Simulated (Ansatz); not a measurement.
The same bond dissociation along the group F, Br, I.

Calculated with Ansatz (gas phase, PBE0-D4/def2-TZVP geometries, no zero-point term in ΔE). CBS: MP2 limit from def2 TZ/QZ plus the TZ coupled-cluster correction, frozen cores. This one scheme is used for every species, atoms too. DFT in def2-TZVPP. Open shells (•) are unrestricted, without spin–orbit coupling. Spin–orbit coupling would lower the free atoms: a little for F; clearly for Br; strongly for I. def2 core potentials past Kr. Bonds to Br, I are less sure, by a few kJ/mol each and by 10 to 20 or more in all where they break to atoms, as the def2 sets lack core-valence functions. Scalar relativity is left out up to krypton.

```csv
reaction,CCSD(T)/CBS(def2) (eV)
`FC(F)F` → `F[CH]F`• + F•,5.67
`BrC(Br)Br` → `Br[CH]Br`• + Br•,2.92
`IC(I)I` → `I[CH]I`• + I•,?
```

Question: Fill in the missing values. (Estimate.)

Answer: The calculation gave: `IC(I)I` → `I[CH]I`• + I•: +2.48 eV.

Largest T1 diagnostic: 0.016, for `I[CH]I`•.
